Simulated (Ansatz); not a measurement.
HfB2: projected density of states with LDA

HfB2:

```
Hf B
1.0
     3.14000    0.00000    0.00000
    -1.57000    2.71932    0.00000
     0.00000    0.00000    3.48000
Hf B
1 2
Direct
  0.00000 0.00000 0.00000
  0.66667 0.33333 0.50000
  0.33333 0.66667 0.50000
```

* Program: Ansatz 0.2.0
* Task: projected density of states
* Functional: LDA
* Potentials or basis: Ansatz PAW polarizable
* Cutoff: 420 eV (not typed: the program's choice for these potentials)
* k mesh: 10 × 10 × 8
* Occupations: tetrahedron
* Spin: no spin polarisation

```json
{"Pressure": "-10.2 GPa", "Band gap on the k mesh": "none (metal or under the smearing width)", "Density of states at the Fermi level": "0.26 states/eV per cell"}
```

Levels at points of the mesh, in eV from the Fermi level:
```csv
k point,band 13,band 14,band 15,band 16,band 17,band 18,band 19,band 20
"(0.00, 0.00, 0.00)",-3.17,-3.05,-3.05,-2.82,3.77,3.77,4.41,4.41
"(0.00, 0.00, -0.50)",-8.46,-1.28,-1.28,0.13,0.13,0.78,0.78,1.98
"(0.00, -0.50, 0.00)",-8.95,-4.27,-3.50,-3.02,2.05,2.50,5.38,5.46
"(0.00, -0.50, -0.50)",-7.48,-5.10,-4.84,-2.73,3.89,4.02,5.99,6.98
```

States per cell in windows of 1 eV (zero at the Fermi level; states under -8 eV left out):
| from (eV) | total | Hf 5d | B 2p | B 2s | Hf 6s | Hf 5p | Hf 4f |
| --- | --- | --- | --- | --- | --- | --- | --- |
| -8.0 | 0.65 | 0.12 | 0.35 | 0.13 | 0.02 | 0.01 | 0.01 |
| -7.0 | 0.73 | 0.15 | 0.44 | 0.08 | 0.03 | 0.01 | 0.00 |
| -6.0 | 1.03 | 0.21 | 0.71 | 0.06 | 0.03 | 0.02 | 0.00 |
| -5.0 | 1.40 | 0.37 | 0.91 | 0.04 | 0.03 | 0.03 | 0.00 |
| -4.0 | 1.81 | 0.57 | 1.15 | 0.02 | 0.02 | 0.04 | 0.00 |
| -3.0 | 1.11 | 0.61 | 0.46 | 0.01 | 0.01 | 0.01 | 0.00 |
| -2.0 | 0.57 | 0.40 | 0.16 | 0.00 | 0.01 | 0.00 | 0.00 |
| -1.0 | 0.18 | 0.13 | 0.04 | 0.00 | 0.00 | 0.00 | 0.00 |
| 0.0 | 0.53 | 0.36 | 0.15 | 0.00 | 0.00 | 0.00 | 0.00 |
| 1.0 | 1.08 | 0.65 | 0.33 | 0.05 | 0.01 | 0.00 | 0.00 |
| 2.0 | 1.12 | 0.78 | 0.25 | 0.05 | 0.02 | 0.00 | 0.00 |
| 3.0 | 1.37 | 0.92 | 0.29 | 0.08 | 0.03 | 0.00 | 0.00 |
| 4.0 | 1.75 | 1.10 | 0.34 | 0.17 | 0.06 | 0.00 | 0.00 |
| 5.0 | 1.58 | 0.86 | 0.36 | 0.20 | 0.09 | 0.00 | 0.00 |
| 6.0 | 1.85 | 0.72 | 0.54 | 0.30 | 0.17 | 0.00 | 0.00 |
| 7.0 | 1.55 | 0.43 | 0.48 | 0.34 | 0.16 | 0.00 | 0.00 |

Run time: 3.3 s on 2 threads of Arm Neoverse V1, on a shared host, peak memory 0.38 GiB.

Caveat: the PAW data sets come from PBE, with cores solved anew for the run's functional, which leaves a small shift of forces and pressure; with tetrahedron occupations forces and stress needn't match the slope of the energy. Spin-orbit coupling is left out, which matters for the levels of Hf.
